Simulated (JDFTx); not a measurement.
A run of JDFTx 1.7.0 (patched build):

Contents of HfO2.in:

```
lattice \
    0.0000000000     4.8329745637     4.8329745637 \
    4.8329745637     0.0000000000     4.8329745637 \
    4.8329745637     4.8329745637     0.0000000000
coords-type Lattice
ion Hf     0.0000000000     0.0000000000     0.0000000000 1
ion O      0.7500000000     0.7500000000     0.7500000000 1
ion O      0.2500000000     0.2500000000     0.2500000000 1

ion-species pseudo/Hf.upf
ion-species pseudo/O.upf
elec-cutoff 42
elec-ex-corr gga-PBE
kpoint-folding 9 9 9
elec-smearing Fermi 0.0018374661
elec-n-bands 18
electronic-SCF nIterations 100 energyDiffThreshold 1e-08
electronic-minimize nIterations 30 energyDiffThreshold 1e-7
converge-empty-states yes
forces-output-coords Cartesian

dump-name run.$VAR
dump End Ecomponents EigStats BandEigs Kpoints Forces Stress ElecDensity Dtot KEdensity
```

Potentials or basis: PseudoDojo-SR-PBE-0.5-standard.

Launch:

```console
$ jdftx -c 1 -i HfO2.in -o HfO2.out
```

Hardware: 1 thread of Arm Neoverse V1, with other jobs on the host.

Task: How long does it take, and how much memory?

Result: Run time: 80 s on 1 thread of Arm Neoverse V1, with other jobs on the host, peak memory 0.16 GiB. Counts: scf iterations 10, bands 18, k points 35, plane waves 2936.
